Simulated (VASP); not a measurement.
# TiB2 (P6/mmm) in VASP: a series of runs

Aim: see how the results for TiB2 move with the level of theory and the settings. Levels: PBE, PBEsol. Tasks: single point, equation of state.

All numbers are computed with VASP 6.6.1; they aren't measurements. Logs are shortened: lines on timing, memory, paths and dates and some standing lists are left out, and cuts for length are marked.

### Step 1. Starting point

The structure is hexagonal, space group P6/mmm (No. 191). The conventional cell has a = 3.029 Å, b = 3.029 Å, c = 3.228 Å, α = 90.00°, β = 90.00°, γ = 120.00°. Around Ti (site symmetry 6/mmm) lie 12 B at 2.38 Å. B (site symmetry -6m2) is surrounded by 3 B at 1.75 Å.

### Step 2. Single point, PBE

The input, INCAR:

```
PREC = Accurate
ENCUT = 520
EDIFF = 1E-7
ISMEAR = -1
SIGMA = 0.05
LREAL = F
LASPH = T
NELM = 60
ALGO = Normal
ISIF = 2
LWAVE = F
LCHARG = F
GGA = PE
NBANDS = 16
```

The input, KPOINTS:

```
Automatic mesh
0
Gamma
  10 10 8
```

The input, POSCAR:

```
TiB2
1.0
    3.0292000000      0.0000000000      0.0000000000
   -1.5146000000      2.6233641531      0.0000000000
    0.0000000000      0.0000000000      3.2284000000
Ti B
1 2
Direct
    0.0000000000      0.0000000000      0.0000000000
    0.6666666667      0.3333333333      0.5000000000
    0.3333333333      0.6666666667      0.5000000000
```

Potentials or basis: VASP PAW PBE potentials, release 64 (Ti_sv, B).

On the command line:

```console
> cat potpaw_PBE.64/Ti_sv/POTCAR potpaw_PBE.64/B/POTCAR > POTCAR
> mpirun -np 1 vasp_std > vasp.out
```

OUTCAR:

```text
PREC = Accurate
   ENCUT = 520
   EDIFF = 1E-7
   ISMEAR = -1
   LREAL = F
   LASPH = T
   NELM = 60
   ISIF = 2
   GGA = PE

 ion  position               nearest neighbor table
   1  0.000  0.000  0.000-   2 2.38   3 2.38   2 2.38   3 2.38   3 2.38   3 2.38   2 2.38   2 2.38
                             2 2.38   2 2.38   3 2.38   3 2.38
   2  0.667  0.333  0.500-   3 1.75   3 1.75   3 1.75   1 2.38   1 2.38   1 2.38   1 2.38   1 2.38
                             1 2.38
   3  0.333  0.667  0.500-   2 1.75   2 1.75   2 1.75   1 2.38   1 2.38   1 2.38   1 2.38   1 2.38
                             1 2.38

  LATTYP: Found a hexagonal cell.
 ALAT       =     3.0292000000
 C/A-ratio  =     1.0657599366

  Lattice vectors:

 A1 = (   3.0292000000,   0.0000000000,   0.0000000000)
 A2 = (  -1.5146000000,   2.6233641531,   0.0000000000)
 A3 = (   0.0000000000,   0.0000000000,   3.2284000000)

Analysis of symmetry for initial positions (statically):
=====================================================================
 Subroutine PRICEL returns:
 Original cell was already a primitive cell.

 Routine SETGRP: Setting up the symmetry group for a
 hexagonal supercell.

 Subroutine GETGRP returns: Found 24 space group operations
 (whereof 24 operations were pure point group operations)
 out of a pool of 24 trial point group operations.

The static configuration has the point symmetry D_6h.

Analysis of symmetry for dynamics (positions and initial velocities):
=====================================================================
 Subroutine PRICEL returns:
 Original cell was already a primitive cell.

 Routine SETGRP: Setting up the symmetry group for a
 hexagonal supercell.

 Subroutine GETGRP returns: Found 24 space group operations
 (whereof 24 operations were pure point group operations)
 out of a pool of 24 trial point group operations.

The dynamic configuration has the point symmetry D_6h.

 Subroutine INISYM returns: Found 24 space group operations
 (whereof 24 operations are pure point group operations),
 and found     1 'primitive' translations

----------------------------------------------------------------------------------------

                                     Primitive cell

  volume of cell :      25.6551

  direct lattice vectors                    reciprocal lattice vectors
     3.029200000  0.000000000  0.000000000     0.330120164  0.190594965  0.000000000
    -1.514600000  2.623364153  0.000000000     0.000000000  0.381189931  0.000000000
     0.000000000  0.000000000  3.228400000     0.000000000  0.000000000  0.309750960

  length of vectors
     3.029200000  3.029200000  3.228400000     0.381189931  0.381189931  0.309750960

  position of ions in fractional coordinates (direct lattice)
     0.000000000  0.000000000  0.000000000
     0.666666667  0.333333333  0.500000000
     0.333333333  0.666666667  0.500000000

  ion indices of the primitive-cell ions
   primitive index   ion index
                 1           1
                 2           2
                 3           3

----------------------------------------------------------------------------------------

 KPOINTS: Automatic mesh

Automatic generation of k-mesh.
 Grid dimensions read from file:
 generate k-points for:   10   10    8

 Generating k-lattice:

  Cartesian coordinates                     Fractional coordinates (reciprocal lattice)
     0.033012016  0.019059497  0.000000000     0.100000000  0.000000000  0.000000000
     0.000000000  0.038118993  0.000000000     0.000000000  0.100000000  0.000000000
     0.000000000  0.000000000  0.038718870     0.000000000  0.000000000  0.125000000

  Length of vectors
     0.038118993  0.038118993  0.038718870

  Shift w.r.t. Gamma in fractional coordinates (k-lattice)
     0.000000000  0.000000000  0.000000000

 Subroutine IBZKPT returns following result:
 ===========================================

 Found     70 irreducible k-points:

 Following reciprocal coordinates:
            Coordinates               Weight
  0.000000  0.000000  0.000000      1.000000
  0.100000 -0.000000  0.000000      6.000000
  0.200000 -0.000000  0.000000      6.000000
  0.300000 -0.000000  0.000000      6.000000
  0.400000 -0.000000  0.000000      6.000000
  0.500000 -0.000000  0.000000      3.000000
[... 16 lines left out ...]
  0.300000  0.100000  0.125000     24.000000
  0.400000  0.100000  0.125000     24.000000
 [... further k-points ...]
   k-points           NKPTS =     70   k-points in BZ     NKDIM =     70   number of bands    NBANDS=     16
   number of dos      NEDOS =    301   number of ions     NIONS =      3
   total plane-waves  NPLWV =  13824
   dimension x,y,z NGX =    24 NGY =   24 NGZ =   24
   dimension x,y,z NGXF=    48 NGYF=   48 NGZF=   48
   ions per type =               1   2
   NGX,Y,Z   is equivalent  to a cutoff of  13.17, 13.17, 12.36 a.u.
   NGXF,Y,Z  is equivalent  to a cutoff of  26.34, 26.34, 24.72 a.u.
 SYSTEM =  unknown system
   PREC   = accura    normal or accurate (medium, high low for compatibility)
   ISTART =      0    job   : 0-new  1-cont  2-samecut
   ICHARG =      2    charge: 1-file 2-atom 10-const
   ISPIN  =      1    spin polarized calculation?
   LNONCOLLINEAR =      F non collinear calculations
   LSORBIT =      F    spin-orbit coupling
   LASPH  =      T    aspherical Exc in radial PAW
   ENCUT  =  520.0 eV  38.22 Ry    6.18 a.u.   5.63  5.63  6.00*2*pi/ulx,y,z
   NELM   =     60;   NELMIN=  2; NELMDL= -5     # of ELM steps
   EDIFF  = 0.1E-06   stopping-criterion for ELM
   LREAL  =      F    real-space projection
   EDIFFG = 0.1E-05   stopping-criterion for IOM
   NSW    =      0    number of steps for IOM
   IBRION =     -1    ionic relax: 0-MD 1-quasi-New 2-CG
   NFREE  =      0    steps in history (QN), initial steepest desc. (CG)
   ISIF   =      2    stress and relaxation
   ISYM   =      2    0-nonsym 1-usesym 2-fastsym
   POTIM  = 0.5000    time-step for ionic-motion
   TEBEG  =    0.0;   TEEND  =   0.0 temperature during run
   PSTRESS=    0.0 pullay stress
   NELECT =      18.0000    total number of electrons
   NUPDOWN=      -1.0000    fix difference up-down
   EMIN   =  10.00;   EMAX   =-10.00  energy-range for DOS
   EFERMI =   0.00;   METHOD = LEGACY
   ISMEAR =    -1;   SIGMA  =   0.05  broadening in eV -4-tet -1-fermi 0-gaus
   EFERMI_NEDOS =   21; number of points for ismear=-14 and -15
   IALGO  =     38    algorithm
   IMIX   =      4    mixing-type and parameters
     AMIX     =   0.40;   BMIX     =  1.00
     AMIX_MAG =   1.60;   BMIX_MAG =  1.00
  volume/ion in A,a.u.               =       8.55        57.71
  Fermi-wavevector in a.u.,A,eV,Ry     =   1.454703  2.748990 28.792122  2.116161
  Thomas-Fermi vector in A             =   2.571823
   LORBIT       =      0    0 simple, 1 ext, 2 COOP (PROOUT), +10 PAW based schemes
   GGA     = PE    functional components
   LHFCALC =     F    Hartree Fock is set to
   AEXX    =    0.0000 exact exchange contribution
   IVDW    =     0    specifies the selected vdW correction
   LEPSILON=     F    determine dielectric tensor
   LRPA    =     F    only Hartree local field effects (RPA)
 non-spin polarized calculation
  energy-cutoff  :      520.00
  volume of cell :       25.66
 maximum number of plane-waves:       721
 NGX is ok and might be reduce to    24
   NGX = 11   NGY = 11   NGZ = 13

 number of electron      18.0000002 magnetization

 Free energy of the ion-electron system (eV)
  ---------------------------------------------------
  ext. energy  EPLUGINS =         0.00000000
  ---------------------------------------------------
  free energy    TOTEN  =       -24.42447683 eV

  energy without entropy =      -24.41811544  energy(sigma->0) =      -24.42129613

 E-fermi :   9.9402     XC(G=0): -12.7684

 val. band max:        9.9146192994   @ k =   0.2000   0.2000   0.1250
 cond. band min:       9.9410833739   @ k =   0.3000   0.2000   0.0000
 fundamental gap:      0.0264640745
 Fermi energy:         9.9401789831

 k-point     1 :       0.0000    0.0000    0.0000
  band No.  band energies     occupation
      1     -46.9598      2.00000
      2     -23.3055      2.00000
      3     -22.9997      2.00000
      4     -22.9997      2.00000
      5      -3.5066      2.00000
      6       7.3981      2.00000
[... 8 lines left out ...]
     15      15.7706      0.00000
     16      16.9202      0.00000

 k-point     2 :       0.1000   -0.0000    0.0000
  band No.  band energies     occupation
      1     -46.9546      2.00000
      2     -23.2989      2.00000
      3     -23.0393      2.00000
      4     -23.0087      2.00000
      5      -3.3145      2.00000
      6       6.8537      2.00000
[... 8 lines left out ...]
     15      16.8542      0.00000
     16      17.5354      0.00000

 k-point     3 :       0.2000   -0.0000    0.0000
  band No.  band energies     occupation
      1     -46.9410      2.00000
      2     -23.2816      2.00000
      3     -23.1419      2.00000
      4     -23.0321      2.00000
      5      -2.7537      2.00000
      6       5.5329      2.00000
[... 8 lines left out ...]
     15      17.8412      0.00000
     16      18.9617      0.00000

 k-point     4 :       0.3000   -0.0000    0.0000
  band No.  band energies     occupation
      1     -46.9242      2.00000
      2     -23.2666      2.00000
      3     -23.2602      2.00000
      4     -23.0609      2.00000
      5      -1.8640      2.00000
      6       3.9141      2.00000
[... 8 lines left out ...]
     15      17.2975      0.00000
     16      19.0650      0.00000

 k-point     5 :       0.4000   -0.0000    0.0000
  band No.  band energies     occupation
      1     -46.9106      2.00000
      2     -23.3658      2.00000
      3     -23.2429      2.00000
      4     -23.0841      2.00000
      5      -0.6967      2.00000
      6       2.2605      2.00000
[... 8 lines left out ...]
     15      17.4195      0.00000
     16      18.5435      0.00000

 k-point     6 :       0.5000   -0.0000    0.0000
  band No.  band energies     occupation
      1     -46.9053      2.00000
      2     -23.4034      2.00000
      3     -23.2363      2.00000
      4     -23.0929      2.00000
      5       0.6333      2.00000
      6       0.7623      2.00000
[... 8 lines left out ...]
     15      17.4485      0.00000
     16      18.1900      0.00000

 k-point     7 :       0.1000    0.1000    0.0000
  band No.  band energies     occupation
      1     -46.9452      2.00000
      2     -23.2869      2.00000
      3     -23.1075      2.00000
      4     -23.0278      2.00000
      5      -2.9380      2.00000
      6       6.0356      2.00000
[... 8 lines left out ...]
     15      17.6637      0.00000
     16      18.1490      0.00000

 k-point     8 :       0.2000    0.1000    0.0000
  band No.  band energies     occupation
      1     -46.9300      2.00000
      2     -23.2676      2.00000
      3     -23.2140      2.00000
      4     -23.0610      2.00000
      5      -2.2125      2.00000
      6       4.7176      2.00000
[... 8 lines left out ...]
     15      17.6807      0.00000
     16      19.0665      0.00000

 k-point     9 :       0.3000    0.1000    0.0000
  band No.  band energies     occupation
      1     -46.9148      2.00000
      2     -23.3185      2.00000
      3     -23.2483      2.00000
      4     -23.0944      2.00000
      5      -1.1833      2.00000
      6       3.1522      2.00000
[... 8 lines left out ...]
     15      17.7929      0.00000
     16      19.0481      0.00000
[... 172 lines left out ...]
 k-point    19 :       0.4000   -0.0000    0.1250
  band No.  band energies     occupation
      1     -46.9085      2.00000
      2     -23.3614      2.00000
      3     -23.2690      2.00000
      4     -23.0810      2.00000
      5      -0.5932      2.00000
      6       2.2892      2.00000
[... 8 lines left out ...]
     15      17.9390      0.00000
     16      19.5814      0.00000

 k-point    20 :       0.5000   -0.0000    0.1250
  band No.  band energies     occupation
      1     -46.9033      2.00000
      2     -23.3987      2.00000
      3     -23.2621      2.00000
      4     -23.0898      2.00000
      5       0.6841      2.00000
      6       0.8342      2.00000
[... 8 lines left out ...]
     15      18.1960      0.00000
     16      19.3453      0.00000

 k-point    21 :       0.1000    0.1000    0.1250
  band No.  band energies     occupation
      1     -46.9431      2.00000
      2     -23.3156      2.00000
      3     -23.1044      2.00000
      4     -23.0252      2.00000
      5      -2.7534      2.00000
      6       6.1269      2.00000
[... 8 lines left out ...]
     15      17.5828      0.00000
     16      17.8744      0.00000

 k-point    22 :       0.2000    0.1000    0.1250
  band No.  band energies     occupation
      1     -46.9280      2.00000
      2     -23.2954      2.00000
      3     -23.2101      2.00000
      4     -23.0581      2.00000
      5      -2.0548      2.00000
      6       4.7575      2.00000
[... 8 lines left out ...]
     15      18.0367      0.00000
     16      19.3788      0.00000

 k-point    23 :       0.3000    0.1000    0.1250
  band No.  band energies     occupation
      1     -46.9128      2.00000
      2     -23.3146      2.00000
      3     -23.2744      2.00000
      4     -23.0913      2.00000
      5      -1.0640      2.00000
      6       3.1737      2.00000
[... 8 lines left out ...]
     15      18.2886      0.00000
     16      19.7214      0.00000

 k-point    24 :       0.4000    0.1000    0.1250
  band No.  band energies     occupation
      1     -46.9033      2.00000
      2     -23.3776      2.00000
      3     -23.2621      2.00000
      4     -23.1117      2.00000
      5       0.1681      2.00000
      6       1.6141      2.00000
[... 8 lines left out ...]
     15      18.5867      0.00000
     16      19.5144      0.00000

 [... further k-points ...]
[... 5 lines left out ...]
  --------------------------------------------------------------------------------------
  -------------------------------------------------------------------------------------
  Total        0.1006137      0.1006137      0.0330341      0.0000000      0.0000000      0.0000000
  in kB        6.2833892      6.2833892      2.0629982      0.0000000      0.0000000      0.0000000
  external PRESSURE =       4.8765922 kB  Pullay stress =       0.0000000 kB

 VOLUME and BASIS-vectors are now :
 -----------------------------------------------------------------------------
  energy-cutoff  :      520.00
  volume of cell :       25.66
      direct lattice vectors                 reciprocal lattice vectors
     3.029200000  0.000000000  0.000000000     0.330120164  0.190594965  0.000000000
    -1.514600000  2.623364153  0.000000000     0.000000000  0.381189931  0.000000000
     0.000000000  0.000000000  3.228400000     0.000000000  0.000000000  0.309750960

 POSITION                                       TOTAL-FORCE (eV/Angst)
 -----------------------------------------------------------------------------------
      0.00000      0.00000      0.00000        -0.000000      0.000000     -0.000000
      1.51460      0.87445      1.61420        -0.000000      0.000000      0.000000
     -0.00000      1.74891      1.61420         0.000000      0.000000     -0.000000
 -----------------------------------------------------------------------------------
    total drift:                               -0.000000      0.000000      0.000000

  FREE ENERGIE OF THE ION-ELECTRON SYSTEM (eV)
  ---------------------------------------------------
  free  energy   TOTEN  =       -24.4244768255 eV

  energy  without entropy=      -24.4181154443  energy(sigma->0) =      -24.42129613
```

Wall time 16 s (1 thread of Intel Xeon Platinum 8488C (Sapphire Rapids), shared host); peak memory 0.15 GiB.

Results:

| Property | Result |
| --- | --- |
| Free energy | -24.4245 eV |
| Pressure | 0.5 GPa |
| Band gap on the k mesh | none (metal or under the smearing width) |

Stress tensor (GPa, compression positive):
```
0.63 0.00 0.00
0.00 0.63 0.00
0.00 0.00 0.21
```

[end of part 1 of 4]
